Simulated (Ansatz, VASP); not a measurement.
Cu: VASP beside Ansatz

```
Cu
1.0
    -2.28301    2.28301    1.19291
     2.28301   -2.28301    1.19291
     2.28301    2.28301   -1.19291
Cu
2
Cartesian
  0.0000 0.0000 0.0000
  0.0000 2.2830 0.5965
```

Alike in both runs: functional PBEsol; k mesh 8 × 8 × 8; occupations gaussian, width 0.1 eV; no spin polarisation.

Ansatz relaxed the structure, and its values are those at the end. VASP's run is a single point on that final structure, the one shown.

|  | VASP | Ansatz |
| --- | --- | --- |
| version | VASP 6.6.1 | Ansatz 0.2.0 |
| potentials or method | VASP PAW PBE potentials, release 64 (Cu) | scalar-relativistic, plane waves, PAW |
| plane-wave cutoff (eV) | 520 | 420 |
| valence electrons in the cell | 22 | 38 |

```tsv
	VASP	Ansatz	Ansatz less VASP
gap on the k mesh at the Fermi level (eV)	none	none	-
pressure (GPa)	1.0	0.0	-0.97
```

A gap of «none» marks a metal or a gap that the smearing closes. With one functional, cell and mesh, what is left measures potentials, basis and numerics. The two sets of potentials don't hold the same shells in valence.

Caveats: the k mesh is coarse (spacing up to 0.37 Å⁻¹), so the values aren't converged; the PAW data sets were made with another functional, which shifts forces and pressure a little (VASP).
